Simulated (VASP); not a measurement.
CaSe:

```
Se Ca
1.0
     0.00000    2.95600    2.95600
     2.95600    0.00000    2.95600
     2.95600    2.95600    0.00000
Se Ca
1 1
Cartesian
  2.9560 2.9560 2.9560
  0.0000 0.0000 0.0000
```

| Item | Value |
| --- | --- |
| Program | VASP 6.6.1 |
| Task | single point |
| Functional | PBE |
| Potentials or basis | VASP PAW PBE potentials, release 64 (Se, Ca_sv) |
| Cutoff | 520 eV |
| k mesh | 8 × 8 × 8 |
| Occupations | fermi-dirac, width 0.05 eV |
| Spin | no spin polarisation |

On this cell: pressure 1.3 GPa; largest force zero by symmetry; band gap on the k mesh 2.02 eV, indirect (least direct gap 2.96 eV).

The same run follows on a disturbed copy (atoms moved at random, drawn with an rms of 0.05 Å):

```
CELL_PARAMETERS angstrom
0.00000 2.95600 2.95600
2.95600 0.00000 2.95600
2.95600 2.95600 0.00000
ATOMIC_POSITIONS crystal
Se 0.49730 0.48503 0.49987
Ca 0.00519 0.00562 0.99299
```

Problem. What changes?

Solution. The energy moves by +6.9 meV/atom; pressure 1.5 GPa; largest force 0.299 eV/Å; band gap on the k mesh 2.04 eV, indirect (least direct gap 2.96 eV).

Forces in eV/Å, atoms in the order of the input:
```
Se   0.127  0.009  0.271
Ca  -0.127 -0.009 -0.271
```

Stress tensor (GPa, compression positive):
```
 1.42  0.00 -0.05
 0.00  1.31  0.00
-0.05  0.00  1.79
```

A k mesh can miss the band edges.
